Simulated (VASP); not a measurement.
# Pb (Fm-3m) in VASP: further runs

Aim: see how the results for Pb move with the level of theory and the settings. Levels: RPBE, revTPSS+D4, BLYP+D4, LAK. Tasks: single point, relaxation of the atoms.

All numbers are computed with VASP 6.6.1; they aren't measurements. Logs are shortened: lines on timing, memory, paths and dates and some standing lists are left out, and cuts for length are marked.

## (1) The crystal as given

Symmetry: Fm-3m, No. 225, cubic system. The conventional cell has a = 4.950 Å, b = 4.950 Å, c = 4.950 Å, α = 90.00°, β = 90.00°, γ = 90.00°. Pb (site symmetry m-3m) is surrounded by 12 Pb at 3.50 Å.

## (2) Single point, RPBE

run.py reads:

```python
from ase.calculators.vasp import Vasp
from ase.dft.bandgap import bandgap
from ase.io import read

atoms = read('Pb.xyz')
calc = Vasp(
    directory='calc',
    xc='rpbe',
    pp='PBE',
    setups='minimal',
    prec='Accurate',
    encut=500,
    ediff=1e-06,
    ismear=0,
    sigma=0.02,
    lreal=False,
    lasph=True,
    nelm=60,
    algo='Normal',
    isif=2,
    lwave=False,
    lcharg=True,
    lelf=True,
    lvhar=True,
    kpts=[9, 9, 9],
    gamma=True,
)
atoms.calc = calc

print('energy (eV):', atoms.get_potential_energy())
print('free energy (eV):', atoms.get_potential_energy(force_consistent=True))
print('forces (eV/A):')
print(atoms.get_forces())
print('stress (eV/A^3, Voigt):', atoms.get_stress())
print('Fermi level (eV):', calc.get_fermi_level())
gap, top, bottom = bandgap(calc)
print('band gap (eV):', gap, 'from (spin, k, band)', top, 'to', bottom)
```

Pb.xyz reads:

```xyz
1
Lattice="0.0000000000 2.4750200000 2.4750200000 2.4750200000 0.0000000000 2.4750200000 2.4750200000 2.4750200000 0.0000000000" Properties=species:S:1:pos:R:3 pbc="T T T"
Pb     0.0000000000      0.0000000000      0.0000000000
```

Potentials or basis: VASP PAW PBE potentials, release 64 (Pb).

The run is started by

```console
$ python run.py
```

Log:

```text
energy (eV): -3.17784512
free energy (eV): -3.17802985
forces (eV/A):
[[-0. -0.  0.]]
stress (eV/A^3, Voigt): [-0.02206025 -0.02206025 -0.02206025 -0.          0.          0.        ]
Fermi level (eV): 4.96055586
band gap (eV): 0.0 from (spin, k, band) (None, None, None) to (None, None, None)
```

OUTCAR:

```text
ENCUT = 500.000000
   EDIFF = 1.00e-06
   GGA = RP
   PREC = Accurate
   ISIF = 2
   ISMEAR = 0
   NELM = 60
   LASPH = .TRUE.
   LREAL = .FALSE.

 ion  position               nearest neighbor table
   1  0.000  0.000  0.000-

  LATTYP: Found a face centered cubic cell.
 ALAT       =     4.9500400000

  Lattice vectors:

 A1 = (   0.0000000000,   2.4750200000,   2.4750200000)
 A2 = (   2.4750200000,   0.0000000000,   2.4750200000)
 A3 = (   2.4750200000,   2.4750200000,   0.0000000000)

Analysis of symmetry for initial positions (statically):
=====================================================================
 Subroutine PRICEL returns:
 Original cell was already a primitive cell.

 Routine SETGRP: Setting up the symmetry group for a
 face centered cubic supercell.

 Subroutine GETGRP returns: Found 48 space group operations
 (whereof 48 operations were pure point group operations)
 out of a pool of 48 trial point group operations.

The static configuration has the point symmetry O_h .

Analysis of symmetry for dynamics (positions and initial velocities):
=====================================================================
 Subroutine PRICEL returns:
 Original cell was already a primitive cell.

 Routine SETGRP: Setting up the symmetry group for a
 face centered cubic supercell.

 Subroutine GETGRP returns: Found 48 space group operations
 (whereof 48 operations were pure point group operations)
 out of a pool of 48 trial point group operations.

The dynamic configuration has the point symmetry O_h .

 Subroutine INISYM returns: Found 48 space group operations
 (whereof 48 operations are pure point group operations),
 and found     1 'primitive' translations

----------------------------------------------------------------------------------------

                                     Primitive cell

  volume of cell :      30.3226

  direct lattice vectors                    reciprocal lattice vectors
     0.000000000  2.475020000  2.475020000    -0.202018570  0.202018570  0.202018570
     2.475020000  0.000000000  2.475020000     0.202018570 -0.202018570  0.202018570
     2.475020000  2.475020000  0.000000000     0.202018570  0.202018570 -0.202018570

  length of vectors
     3.500206851  3.500206851  3.500206851     0.349906427  0.349906427  0.349906427

  position of ions in fractional coordinates (direct lattice)
     0.000000000  0.000000000  0.000000000

  ion indices of the primitive-cell ions
   primitive index   ion index
                 1           1

----------------------------------------------------------------------------------------

 KPOINTS: KPOINTS created by Atomic Simulation Env

Automatic generation of k-mesh.
 Grid dimensions read from file:
 generate k-points for:    9    9    9

 Generating k-lattice:

  Cartesian coordinates                     Fractional coordinates (reciprocal lattice)
    -0.022446508  0.022446508  0.022446508     0.111111111  0.000000000  0.000000000
     0.022446508 -0.022446508  0.022446508     0.000000000  0.111111111  0.000000000
     0.022446508  0.022446508 -0.022446508     0.000000000  0.000000000  0.111111111

  Length of vectors
     0.038878492  0.038878492  0.038878492

  Shift w.r.t. Gamma in fractional coordinates (k-lattice)
     0.000000000  0.000000000  0.000000000

 Subroutine IBZKPT returns following result:
 ===========================================

 Found     35 irreducible k-points:

 Following reciprocal coordinates:
            Coordinates               Weight
  0.000000  0.000000  0.000000      1.000000
  0.111111  0.000000  0.000000      8.000000
  0.222222  0.000000  0.000000      8.000000
  0.333333  0.000000  0.000000      8.000000
  0.444444  0.000000  0.000000      8.000000
  0.111111  0.111111  0.000000      6.000000
[... 27 lines left out ...]
 -0.333333  0.444444  0.111111     24.000000
 -0.333333  0.444444  0.222222     24.000000
   k-points           NKPTS =     35   k-points in BZ     NKDIM =     35   number of bands    NBANDS=      6
   number of dos      NEDOS =    301   number of ions     NIONS =      1
   total plane-waves  NPLWV =  21952
   dimension x,y,z NGX =    28 NGY =   28 NGZ =   28
   dimension x,y,z NGXF=    56 NGYF=   56 NGZF=   56
   ions per type =               1
   NGX,Y,Z   is equivalent  to a cutoff of  13.30, 13.30, 13.30 a.u.
   NGXF,Y,Z  is equivalent  to a cutoff of  26.60, 26.60, 26.60 a.u.
 SYSTEM =  unknown system
   PREC   = accura    normal or accurate (medium, high low for compatibility)
   ISTART =      0    job   : 0-new  1-cont  2-samecut
   ICHARG =      2    charge: 1-file 2-atom 10-const
   ISPIN  =      1    spin polarized calculation?
   LNONCOLLINEAR =      F non collinear calculations
   LSORBIT =      F    spin-orbit coupling
   LASPH  =      T    aspherical Exc in radial PAW
   ENCUT  =  500.0 eV  36.75 Ry    6.06 a.u.   6.38  6.38  6.38*2*pi/ulx,y,z
   NELM   =     60;   NELMIN=  2; NELMDL= -5     # of ELM steps
   EDIFF  = 0.1E-05   stopping-criterion for ELM
   LREAL  =      F    real-space projection
   EDIFFG = 0.1E-04   stopping-criterion for IOM
   NSW    =      0    number of steps for IOM
   IBRION =     -1    ionic relax: 0-MD 1-quasi-New 2-CG
   NFREE  =      0    steps in history (QN), initial steepest desc. (CG)
   ISIF   =      2    stress and relaxation
   ISYM   =      2    0-nonsym 1-usesym 2-fastsym
   POTIM  = 0.5000    time-step for ionic-motion
   TEBEG  =    0.0;   TEEND  =   0.0 temperature during run
   PSTRESS=    0.0 pullay stress
   NELECT =       4.0000    total number of electrons
   NUPDOWN=      -1.0000    fix difference up-down
   EMIN   =  10.00;   EMAX   =-10.00  energy-range for DOS
   EFERMI =   0.00;   METHOD = LEGACY
   ISMEAR =     0;   SIGMA  =   0.02  broadening in eV -4-tet -1-fermi 0-gaus
   EFERMI_NEDOS =   21; number of points for ismear=-14 and -15
   IALGO  =     38    algorithm
   IMIX   =      4    mixing-type and parameters
     AMIX     =   0.40;   BMIX     =  1.00
     AMIX_MAG =   1.60;   BMIX_MAG =  1.00
  volume/ion in A,a.u.               =      30.32       204.63
  Fermi-wavevector in a.u.,A,eV,Ry     =   0.833373  1.574847  9.449391  0.694511
  Thomas-Fermi vector in A             =   1.946586
   LORBIT       =      0    0 simple, 1 ext, 2 COOP (PROOUT), +10 PAW based schemes
   GGA     = RP    functional components
   LHFCALC =     F    Hartree Fock is set to
   AEXX    =    0.0000 exact exchange contribution
   IVDW    =     0    specifies the selected vdW correction
   LEPSILON=     F    determine dielectric tensor
   LRPA    =     F    only Hartree local field effects (RPA)
 non-spin polarized calculation
 Gauss-broadening in eV      SIGMA  =   0.02
  energy-cutoff  :      500.00
  volume of cell :       30.32
 maximum number of plane-waves:       779
 NGX is ok and might be reduce to    28
   NGX = 13   NGY = 13   NGZ = 13

 number of electron       4.0000000 magnetization

 Free energy of the ion-electron system (eV)
  ---------------------------------------------------
  ext. energy  EPLUGINS =         0.00000000
  ---------------------------------------------------
  free energy    TOTEN  =        -3.17802985 eV

  energy without entropy =       -3.17766039  energy(sigma->0) =       -3.17784512

 E-fermi :   4.9606     XC(G=0):  -9.9328

 val. band max:        4.7341108370   @ k =  -0.3333   0.3333   0.1111
 cond. band min:       4.9620356018   @ k =  -0.2222   0.3333   0.1111
 fundamental gap:      0.2279247648
 Fermi energy:         4.9605558613

 k-point     1 :       0.0000    0.0000    0.0000
  band No.  band energies     occupation
      1      -6.6340      2.00000
      2      12.5662      0.00000
      3      12.5662      0.00000
      4      12.5662      0.00000
      5      14.8655      0.00000
      6      16.3371      0.00000

 k-point     2 :       0.1111    0.0000    0.0000
  band No.  band energies     occupation
      1      -6.3964      2.00000
      2      10.1697      0.00000
      3      12.2731      0.00000
      4      12.2731      0.00000
      5      14.3816      0.00000
      6      17.2299      0.00000
[... 289 lines left out ...]
 k-point    35 :      -0.3333    0.4444    0.2222
  band No.  band energies     occupation
      1      -1.6821      2.00000
      2       3.2771      2.00000
      3       4.2257      2.00000
      4       5.8780      0.00000
      5      15.2610      0.00000
      6      16.1179      0.00000

------------------------ aborting loop because EDIFF is reached ----------------------------------------

  FORCE on cell =-STRESS in cart. coord.  units (eV):
  Direction    XX          YY          ZZ          XY          YZ          ZX
  --------------------------------------------------------------------------------------
  -------------------------------------------------------------------------------------
  Total        0.6689232      0.6689232      0.6689232      0.0000000      0.0000000     -0.0000000
  in kB       35.3444088     35.3444088     35.3444088      0.0000000      0.0000000     -0.0000000
  external PRESSURE =      35.3444088 kB  Pullay stress =       0.0000000 kB

 VOLUME and BASIS-vectors are now :
 -----------------------------------------------------------------------------
  energy-cutoff  :      500.00
  volume of cell :       30.32
      direct lattice vectors                 reciprocal lattice vectors
     0.000000000  2.475020000  2.475020000    -0.202018570  0.202018570  0.202018570
     2.475020000  0.000000000  2.475020000     0.202018570 -0.202018570  0.202018570
     2.475020000  2.475020000  0.000000000     0.202018570  0.202018570 -0.202018570

 POSITION                                       TOTAL-FORCE (eV/Angst)
 -----------------------------------------------------------------------------------
      0.00000      0.00000      0.00000        -0.000000     -0.000000      0.000000
 -----------------------------------------------------------------------------------
    total drift:                                0.000000      0.000000      0.000000

  FREE ENERGIE OF THE ION-ELECTRON SYSTEM (eV)
  ---------------------------------------------------
  free  energy   TOTEN  =        -3.1780298478 eV

  energy  without entropy=       -3.1776603929  energy(sigma->0) =       -3.17784512
```

INCAR:

```text
ENCUT = 500.000000
SIGMA = 0.020000
EDIFF = 1.00e-06
ALGO = Normal
GGA = RP
PREC = Accurate
ISIF = 2
ISMEAR = 0
NELM = 60
LASPH = .TRUE.
LCHARG = .TRUE.
LELF = .TRUE.
LVHAR = .TRUE.
LWAVE = .FALSE.
LREAL = .FALSE.
```

Run time: 15 s. Hardware: 1 thread of Intel Xeon Platinum 8488C (Sapphire Rapids), shared host; peak memory 0.16 GiB.

Results:

```
Free energy            : -3.1780 eV
Pressure               : 3.5 GPa
Band gap on the k mesh : none (metal or under the smearing width)
```

Caveat: the PAW data sets were made with another functional, which shifts forces and pressure a little. The run has no spin-orbit coupling, so splittings on Pb are missing.

## (3) Single point, revTPSS+D4

INCAR reads:

```
SYSTEM = Pb
PREC     = Accurate       ! precision mode
ENCUT    = 520            ! plane-wave cutoff, eV
EDIFF    = 1E-6           ! SCF threshold, eV
ISMEAR   = 1              ! smearing method
SIGMA    = 0.1            ! smearing width, eV
LREAL    = .FALSE.        ! projectors in reciprocal space
LASPH    = .TRUE.         ! aspherical terms in the spheres
NELM     = 100            ! most SCF steps
ALGO     = Normal         ! electronic algorithm
ISIF     = 2              ! what is computed and relaxed
LWAVE    = .FALSE.        ! write WAVECAR
LCHARG   = .TRUE.         ! write CHGCAR
METAGGA  = RTPSS          ! meta-GGA
LMIXTAU  = .TRUE.       
IVDW     = 13             ! dispersion correction
VDW_S6   = 1.0          
VDW_S8   = 1.53089454   
VDW_A1   = 0.44880597   
VDW_A2   = 4.64042317   
LELF     = .TRUE.         ! ELF
LVHAR    = .TRUE.       
NBANDS   = 13             ! bands
```

KPOINTS reads:

```
Automatic mesh
0
G
  9 9 9
  0 0 0
```

POSCAR reads:

```
Pb
1.0
    0.0000000000      2.4750200000      2.4750200000
    2.4750200000      0.0000000000      2.4750200000
    2.4750200000      2.4750200000      0.0000000000
Pb
1
Cartesian
    0.0000000000      0.0000000000      0.0000000000
```

Potentials or basis: VASP PAW PBE potentials, release 64 (Pb_d).

The run is started by

```console
$ cat potpaw_PBE.64/Pb_d/POTCAR > POTCAR
$ mpirun -np 1 vasp_std > vasp.out
```

Run time: 79 s. Hardware: 1 thread of Intel Xeon Platinum 8488C (Sapphire Rapids), shared host; peak memory 0.17 GiB.

The run converged. Its results:

* Free energy: 39.6451 eV
* Pressure: -2.7 GPa
* Band gap on the k mesh: none (metal or under the smearing width)
* Dispersion energy per atom: -0.446 eV

Levels at points of the mesh, in eV from the Fermi level:
```tsv
k point	band 3	band 4	band 5	band 6	band 7	band 8	band 9	band 10	band 11	band 12
(0.00, 0.00, 0.00)	-17.05	-16.91	-16.91	-11.66	7.68	7.68	7.68	9.96	11.40	12.65
```

Caveat: the PAW data sets were made with another functional, which shifts forces and pressure a little; pairwise dispersion overbinds metals, which lowers pressure and volume. The run has no spin-orbit coupling, so splittings on Pb are missing.

## (4) Relaxation of the atoms, BLYP+D4 (cell strained at random at fixed volume)

INCAR reads:

```
  PREC = Accurate
  ENCUT = 500
  EDIFF = 1E-7
  ISMEAR = -1
  SIGMA = 0.1
  LREAL = False
  LASPH = True
  NELM = 60
  ALGO = Fast
  ISIF = 2
  LWAVE = False
  LCHARG = False
  GGA = B5
  ALDAX = 1.0
  AGGAX = 1.0
  AGGAC = 1.0
  ALDAC = 0.0
  IVDW = 13
  VDW_S6 = 1.0
  VDW_S8 = 2.34076671
  VDW_A1 = 0.44488865
  VDW_A2 = 4.0933009
  IBRION = 2
  NSW = 60
  EDIFFG = -0.02
```

Pb.cif reads:

```cif
data_Pb
_cell_length_a 3.45535354
_cell_length_b 3.48042660
_cell_length_c 3.49615886
_cell_angle_alpha 118.97116414
_cell_angle_beta 119.50541532
_cell_angle_gamma 90.32144629
_space_group_name_H-M_alt 'P-1'
_space_group_name_Hall '-P 1'
_space_group_IT_number 2
loop_
_space_group_symop_operation_xyz
'x,y,z'
'-x,-y,-z'
loop_
_atom_site_label
_atom_site_type_symbol
_atom_site_symmetry_multiplicity
_atom_site_Wyckoff_symbol
_atom_site_fract_x
_atom_site_fract_y
_atom_site_fract_z
_atom_site_occupancy
Pb1 Pb 1 e 0.5000000000 0.5000000000 0.0000000000 1
```

KPOINTS reads:

```
Automatic mesh
0
Gamma
  9 9 10
```

POSCAR reads:

```
Pb
 1.0000000000000000
     3.4553535399999999    0.0000000000000000    0.0000000000000000
    -0.0195261214480932    3.4803718261945451    0.0000000000000000
    -1.7218785851991698   -1.7031192993818509    2.5214372021254223
 Pb 
   1
Cartesian
  1.7179137092759533  1.7401859130972726  0.0000000000000000
```

Potentials or basis: VASP PAW PBE potentials, release 64 (Pb).

The run is started by

```console
$ ase convert -i cif -o vasp Pb.cif POSCAR
$ cat potpaw_PBE.64/Pb/POTCAR > POTCAR
$ mpirun -np 1 vasp_std > vasp.out
```

Run time: 1.8 min. Hardware: 1 thread of Intel Xeon Platinum 8488C (Sapphire Rapids), shared host; peak memory 0.23 GiB.

The run converged. Its results:

| Quantity | Value |
| --- | --- |
| Free energy | -3.5802 eV |
| Pressure after relaxing | 2.2 GPa |
| Band gap on the k mesh | none (metal or under the smearing width) |
| Dispersion energy per atom | -0.791 eV |

Stress tensor (GPa, compression positive):
```
 2.73  0.17 -0.11
 0.17  2.26 -0.34
-0.11 -0.34  1.46
```

Final structure:
```
Pb
1.0
     3.45535    0.00000    0.00000
    -0.01953    3.48037    0.00000
    -1.72188   -1.70312    2.52144
Pb
1
Direct
  0.50000 0.50000 0.00000
```

Levels at points of the mesh, in eV from the Fermi level:
```tsv
k point	band 1	band 2	band 3	band 4	band 5	band 6
(0.00, 0.00, 0.00)	-11.80	7.03	7.31	7.38	10.04	11.48
(0.00, 0.00, 0.50)	-7.07	-3.42	2.10	2.27	5.89	6.98
```

Caveat: the relaxation stopped at its first step, so nothing moved; the PAW data sets were made with another functional, which shifts forces and pressure a little; pairwise dispersion overbinds metals, which lowers pressure and volume. The run has no spin-orbit coupling, so splittings on Pb are missing.

## (5) Single point, LAK

run.py reads:

```python
from ase import Atoms
from ase.calculators.vasp import Vasp
from ase.dft.bandgap import bandgap

atoms = Atoms(
    ['Pb'],
    cell=[[0.0, 2.47502, 2.47502], [2.47502, 0.0, 2.47502], [2.47502, 2.47502, 0.0]],
    scaled_positions=[[0.0, 0.0, 0.0]],
    pbc=True,
)
calc = Vasp(
    directory='calc',
    pp='PBE',
    setups='recommended',
    prec='Accurate',
    encut=200,
    ediff=1e-07,
    ismear=1,
    sigma=0.2,
    lreal=False,
    lasph=True,
    nelm=100,
    algo='Normal',
    isif=2,
    lwave=False,
    lcharg=False,
    metagga='LAK',
    lmixtau=True,
    kspacing=0.25,
    nbands=13,
)
atoms.calc = calc

print('energy (eV):', atoms.get_potential_energy())
print('free energy (eV):', atoms.get_potential_energy(force_consistent=True))
print('forces (eV/A):')
print(atoms.get_forces())
print('stress (eV/A^3, Voigt):', atoms.get_stress())
print('Fermi level (eV):', calc.get_fermi_level())
gap, top, bottom = bandgap(calc)
print('band gap (eV):', gap, 'from (spin, k, band)', top, 'to', bottom)
```

Potentials or basis: VASP PAW PBE potentials, release 64 (Pb_d).

The run is started by

```console
$ python run.py
```

It took 45 s on 1 thread of Intel Xeon Platinum 8488C (Sapphire Rapids), shared host; peak memory 0.11 GiB.

The run converged, but a check on its numbers failed (symmetry, net force, bounds or a known fault of this set-up), so they aren't taken as properties of the crystal.

Caveat: the cutoff lies under the usual one of these potentials, so the numbers hold a large basis-set error; the PAW data sets were made with another functional, which shifts forces and pressure a little.

## (6) For comparison

An earlier run on the cell as given: functional PBE; potentials or basis VASP PAW PBE potentials, release 64 (Pb_d); cutoff 520 eV; k mesh 9 × 9 × 9; occupations fermi-dirac, width 0.05 eV; no spin polarisation.

* Pressure: 2.2 GPa
* Band gap on the k mesh: none (metal or under the smearing width)

## (7) Overview

| task | level | potentials or basis | cell | k mesh | cutoff (eV) | smearing | gap on the mesh (eV) | pressure (GPa) |
| --- | --- | --- | --- | --- | --- | --- | --- | --- |
| single point | RPBE | VASP PAW PBE potentials, release 64 (Pb) | as given | 9 × 9 × 9 | 500 | gaussian 0.02 eV | none | 3.5 |
| single point | revTPSS+D4 | VASP PAW PBE potentials, release 64 (Pb_d) | as given | 9 × 9 × 9 | 520 | methfessel-paxton 0.1 eV | none | -2.7 |
| relaxation of the atoms | BLYP+D4 | VASP PAW PBE potentials, release 64 (Pb) | atoms relaxed from: cell strained at random at fixed volume | 9 × 9 × 10 | 500 | fermi-dirac 0.1 eV | none | 2.2 |
| single point | PBE | VASP PAW PBE potentials, release 64 (Pb_d) | as given | 9 × 9 × 9 | 520 | fermi-dirac 0.05 eV | none | 2.2 |

Alike in all rows: no spin polarisation.

Caveats: the PAW data sets were made with another functional, which shifts forces and pressure a little (some runs); pairwise dispersion overbinds metals, which lowers pressure and volume (some runs); the relaxation stopped at its first step, so nothing moved (some runs).

Total energies depend on the potentials used, so only differences within one code and one set of settings carry meaning.
